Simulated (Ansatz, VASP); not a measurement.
Two plane-wave programs on SiC

```xyz
2
Lattice="0.0000 2.2066 2.1740 2.1740 0.0000 2.1740 2.1740 2.2066 0.0000" Properties=species:S:1:pos:R:3 pbc="T T T"
Si    0.0000    0.0000    0.0000
C     3.2610    3.3099    3.2610
```

Change from the starting cell: strain +0.0150 x Voigt [0, 1, 0, 0, 0, 0], atoms carried along.

Alike in both runs: task single point; functional r2SCAN; k mesh 12 × 12 × 12; occupations gaussian, width 0.05 eV; no spin polarisation.

```csv
,VASP,Ansatz
version,VASP 6.6.1,Ansatz 0.2.0
potentials or method,"VASP PAW PBE potentials, release 64 (Si, C)","scalar-relativistic, plane waves, PAW"
plane-wave cutoff (eV),520,500
valence electrons in the cell,8,8
```

Ansatz gave:

| Property | Result |
| --- | --- |
| gap on the k mesh at the Fermi level (eV) | 1.64 |
| least direct gap on the mesh (eV) | 5.02 |
| pressure (GPa) | -2.1 |
| largest component of the traceless stress (GPa) | 2.85 |

Question: Estimate VASP's values.

Answer: gap on the k mesh at the Fermi level (eV): 1.65; least direct gap on the mesh (eV): 5.03; pressure (GPa): -2.2; largest component of the traceless stress (GPa): 2.87.

Caveats: the PAW data sets were made with another functional, which shifts forces and pressure a little (VASP). A k mesh can miss the band edges.
